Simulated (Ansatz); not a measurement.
A run of Ansatz 0.2.0:

File input.yaml:

```yaml
crystal:
  lattice:
    - [-1.5838089719, 1.5838089719, 1.5838089719]
    - [1.5838089719, -1.5838089719, 1.5838089719]
    - [1.5838089719, 1.5838089719, -1.5838089719]
  atoms:
    - { symbol: Mo, position: [0.0, 0.0, 0.0] }
hamiltonian:
  xc: pbesol
  pseudopotentials: { kind: paw }
kpoints:
  mp_grid: { grid: [10, 10, 10] }
scf:
  occupations: { method: fermi_dirac, width: 0.05 }
output:
  forces: true
  stress: true
elastic:
  mode: relaxed_ion
  stencil: two_point
```

Potentials or basis: Ansatz PAW.

Command:

```console
$ ansatz run input.yaml --threads 2 --pin off --max-ram 5632MiB --backend cpu --events-out ev --progress --plain --runs-dir out
```

Hardware: 2 threads of Arm Neoverse N1, on a shared host.

How long does it take, and how much memory?

Wall time 5.8 s on 2 threads of Arm Neoverse N1 (shared host), peak memory 0.3 GiB. Counts: scf iterations 30, plane waves 321, k points 47, bands 11.
